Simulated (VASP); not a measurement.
# MoS2 in VASP: settings compared, part 2 of 2

VASP 6.6.1.

### Step 4. Relaxation of cell and atoms, PBEsol

This run uses another cell than the first one, of 60.18 Å³/atom, 0.979 times its volume.

Contents of INCAR:

```
SYSTEM = MoS2
ALGO = Normal
EDIFF = 1E-7
EDIFFG = -0.005
ENCUT = 600
GGA = PS
IBRION = 2
ISIF = 3
ISMEAR = 0
KPAR = 2
LASPH = .True.
LATTICE_CONSTRAINTS = .TRUE. .TRUE. .FALSE.
LCHARG = .False.
LREAL = .False.
LWAVE = .False.
NELM = 80
NSW = 90
PREC = Accurate
SIGMA = 0.03
```

Contents of KPOINTS:

```
k-points
0
Gamma
  12 12 1
  0 0 0
```

Contents of POSCAR:

```
MoS2                                    
1.0
    3.1410106842      0.0000000000      0.0000000000
   -1.5705053421      2.7201950416      0.0000000000
    0.0000000000      0.0000000000     21.1302960000
  S               Mo            
     2     1
Direct
     0.3333333300000021    0.6666666699999979    0.4262646163638509
     0.3333333300000021    0.6666666699999979    0.5737353836361491
     0.6666666699999979    0.3333333300000021    0.5000000000000000
```

Potentials or basis: VASP PAW PBE potentials, release 64 (S, Mo_sv).

On the command line:

```
cat potpaw_PBE.64/S/POTCAR potpaw_PBE.64/Mo_sv/POTCAR > POTCAR
mpirun -np 2 vasp_std > vasp.out
```

OUTCAR:

```text
SYSTEM = MoS2
   EDIFF = 1E-7
   EDIFFG = -0.005
   ENCUT = 600
   GGA = PS
   IBRION = 2
   ISIF = 3
   ISMEAR = 0
   LASPH = .True.
   LREAL = .False.
   NELM = 80
   NSW = 90
   PREC = Accurate

 ion  position               nearest neighbor table
   1  0.333  0.667  0.426-   3 2.39   3 2.39   3 2.39
   2  0.333  0.667  0.574-   3 2.39   3 2.39   3 2.39
   3  0.667  0.333  0.500-   1 2.39   2 2.39   1 2.39   2 2.39   1 2.39   2 2.39

  LATTYP: Found a hexagonal cell.
 ALAT       =     3.1410106842
 C/A-ratio  =     6.7272283110

  Lattice vectors:

 A1 = (   3.1410106842,   0.0000000000,   0.0000000000)
 A2 = (  -1.5705053421,   2.7201950416,   0.0000000000)
 A3 = (   0.0000000000,   0.0000000000,  21.1302960000)

Analysis of symmetry for initial positions (statically):
=====================================================================
 Subroutine PRICEL returns:
 Original cell was already a primitive cell.

 Routine SETGRP: Setting up the symmetry group for a
 hexagonal supercell.

 Subroutine GETGRP returns: Found 12 space group operations
[... 163 lines left out ...]

 E-fermi :  -1.8877     XC(G=0):  -3.6652

 val. band max:       -2.1800892703   @ k =   0.3333   0.3333   0.0000
 cond. band min:      -0.3706863626   @ k =   0.3333   0.3333   0.0000
 fundamental gap:      1.8094029076
 Fermi energy:        -1.8876797078

 k-point     1 :       0.0000    0.0000    0.0000
  band No.  band energies     occupation
      1     -62.8778      2.00000
      2     -37.0903      2.00000
      3     -36.8268      2.00000
      4     -36.8268      2.00000
      5     -16.3998      2.00000
      6     -15.0382      2.00000
[... 357 lines left out ...]
      4     -36.9908      2.00000
      5     -14.0742      2.00000
      6     -14.0589      2.00000
[... 9 lines left out ...]
     16       1.5449      0.00000
     17       2.9685      0.00000

------------------------ aborting loop because EDIFF is reached ----------------------------------------

  FORCE on cell =-STRESS in cart. coord.  units (eV):
  Direction    XX          YY          ZZ          XY          YZ          ZX
  --------------------------------------------------------------------------------------
  -------------------------------------------------------------------------------------
  Total       -0.0113968     -0.0113968     -0.0068283     -0.0000000      0.0000000     -0.0000000
  in kB       -0.1011389     -0.1011389     -0.0605962     -0.0000000      0.0000000     -0.0000000
  external PRESSURE =      -0.0876247 kB  Pullay stress =       0.0000000 kB

 VOLUME and BASIS-vectors are now :
 -----------------------------------------------------------------------------
  energy-cutoff  :      600.00
  volume of cell :      180.54
      direct lattice vectors                 reciprocal lattice vectors
     3.141010684  0.000000000  0.000000000     0.318368863  0.183810349  0.000000000
    -1.570505342  2.720195042  0.000000000     0.000000000  0.367620698  0.000000000
     0.000000000  0.000000000 21.130296000     0.000000000  0.000000000  0.047325414

 POSITION                                       TOTAL-FORCE (eV/Angst)
 -----------------------------------------------------------------------------------
     -0.00000      1.81346      9.00710        -0.000000     -0.000000     -0.004505
     -0.00000      1.81346     12.12320        -0.000000     -0.000000      0.004505
      1.57051      0.90673     10.56515         0.000000      0.000000      0.000000
 -----------------------------------------------------------------------------------
    total drift:                               -0.000013      0.000008      0.000000

  FREE ENERGIE OF THE ION-ELECTRON SYSTEM (eV)
  ---------------------------------------------------
  free  energy   TOTEN  =       -23.4259734877 eV

  energy  without entropy=      -23.4259734877  energy(sigma->0) =      -23.42597349

 reached required accuracy - stopping structural energy minimisation
```

CONTCAR:

```text
MoS2
   1.00000000000000
     3.1410106841999998    0.0000000000000000    0.0000000000000000
    -1.5705053420999999    2.7201950415999998    0.0000000000000000
     0.0000000000000000    0.0000000000000000   21.1302960000000013
  S               Mo
     2     1
Direct
     0.3333333300000021    0.6666666699999979    0.4262646163638522
     0.3333333300000021    0.6666666699999979    0.5737353836361478
     0.6666666699999979    0.3333333300000021    0.5000000000000000

  0.00000000E+00  0.00000000E+00  0.00000000E+00
  0.00000000E+00  0.00000000E+00  0.00000000E+00
  0.00000000E+00  0.00000000E+00  0.00000000E+00
```

Run time: 65 s. Hardware: 2 MPI ranks of AMD EPYC 9R45 (Zen 5), shared host; peak memory 0.37 GiB.

Results:

```yaml
Free_energy: -23.4260 eV
Largest_force_after_relaxing: 0.005 eV/Å
Band_gap_on_the_k_mesh: 1.81 eV, direct
```

Forces on the atoms (eV/Å):
```
S    0.000  0.000 -0.005
S    0.000  0.000  0.005
Mo   0.000  0.000  0.000
```

Final structure:
```yaml
crystal:
  lattice:
    - [3.14101, 0.00000, 0.00000]
    - [-1.57051, 2.72020, 0.00000]
    - [0.00000, 0.00000, 21.13030]
  atoms:
    - { symbol: S, position: [0.33333, 0.66667, 0.42626] }
    - { symbol: S, position: [0.33333, 0.66667, 0.57374] }
    - { symbol: Mo, position: [0.66667, 0.33333, 0.50000] }
```

Caveat: the relaxation stopped at its first step, so nothing moved; the PAW data sets were made with another functional, which shifts forces and pressure a little.

### Step 5. Relaxation of cell and atoms, r2SCAN+rVV10

This run uses another cell than the first one, of 61.26 Å³/atom, 0.997 times its volume.

Contents of INCAR:

```
SYSTEM = MoS2
ALGO     = Normal         ! electronic algorithm
BPARAM   = 11.95        
CPARAM   = 0.0093       
EDIFF    = 1E-6           ! SCF threshold, eV
EDIFFG   = -0.01          ! ionic threshold
ENCUT    = 600            ! plane-wave cutoff, eV
IBRION   = 2              ! ionic algorithm
ISIF     = 3              ! what is computed and relaxed
ISMEAR   = 0              ! smearing method
IVDW_NL  = 2            
KPAR     = 2            
LASPH    = .TRUE.         ! aspherical terms in the spheres
LATTICE_CONSTRAINTS= .TRUE. .TRUE. .FALSE.
LCHARG   = .FALSE.        ! write CHGCAR
LMIXTAU  = .TRUE.       
LREAL    = .FALSE.        ! projectors in reciprocal space
LUSE_VDW = .TRUE.       
LWAVE    = .FALSE.        ! write WAVECAR
METAGGA  = R2SCAN         ! meta-GGA
NELM     = 120            ! most SCF steps
NSW      = 90             ! ionic steps
PREC     = Accurate       ! precision mode
SIGMA    = 0.03           ! smearing width, eV
```

Contents of KPOINTS:

```
k-points
0
G
  12 12 1
  0 0 0
```

Contents of POSCAR:

```
MoS2
1.0
    3.1690000000      0.0000000000      0.0000000000
   -1.5845000000      2.7444345000      0.0000000000
    0.0000000000      0.0000000000     21.1302960000
S Mo
2 1
Direct
    0.3333333300      0.6666666700      0.4259287200
    0.3333333300      0.6666666700      0.5740712800
    0.6666666700      0.3333333300      0.5000000000
```

On the command line:

```
cat potpaw_PBE.64/S/POTCAR potpaw_PBE.64/Mo_sv/POTCAR > POTCAR
mpirun -np 2 vasp_std > vasp.out
```

It took 2.4 h on 2 MPI ranks of Intel Xeon Platinum 8488C (Sapphire Rapids), shared host; peak memory 0.95 GiB.

The run converged. Its results:

| Item | Value |
| --- | --- |
| Free energy | -44.3507 eV |
| Relaxed volume | 61.46 Å³/atom |
| Relaxed cell | a = 3.174 Å, b = 3.174 Å, c = 21.130 Å, α = 90.00°, β = 90.00°, γ = 120.00° |
| Space group after relaxing (to 0.05 Å) | P-6m2 (No. 187) |
| Energy gained by relaxing | 6.0 meV/atom |
| Ionic steps | 9 |
| Largest force after relaxing | 0.005 eV/Å |
| Band gap on the k mesh | 1.77 eV, indirect (least direct gap 1.81 eV) |

Forces on the atoms (eV/Å):
```
S    0.000  0.000 -0.005
S    0.000  0.000  0.005
Mo   0.000  0.000  0.000
```

The path:
```
step  energy change (eV)  largest force (eV/Å)  pressure (GPa)  volume (Å³)
   1              0.0000                0.1762           -0.44       183.77
   2             -0.0116                0.1387            0.64       181.62
   3             -0.0166                0.0475            0.14       182.99
   4             -0.0168                0.0774            0.06       183.22
   5             -0.0169                0.0990            0.00       183.38
   6             -0.0177                0.0015            0.11       183.68
   7             -0.0178                0.0314            0.14       183.77
   8             -0.0179                0.0162           -0.11       184.89
   9             -0.0181                0.0052            0.00       184.38
```

Final structure:
```yaml
crystal:
  lattice:
    - [3.17425, 0.00000, 0.00000]
    - [-1.58713, 2.74899, 0.00000]
    - [0.00000, 0.00000, 21.13030]
  atoms:
    - { symbol: S, position: [0.33333, 0.66667, 0.42639] }
    - { symbol: S, position: [0.33333, 0.66667, 0.57361] }
    - { symbol: Mo, position: [0.66667, 0.33333, 0.50000] }
```

Levels at points of the mesh, in eV from the valence-band top:
```csv
k point,band 10,band 11,band 12,band 13,band 14,band 15,band 16,band 17
"(0.00, 0.00, 0.00)",-1.92,-1.65,-1.65,0.00,2.95,2.95,3.20,3.20
"(0.50, 0.00, 0.00)",-3.39,-2.03,-1.10,-0.67,2.40,2.93,4.20,4.59
```

Caveat: the PAW data sets were made with another functional, which shifts forces and pressure a little.
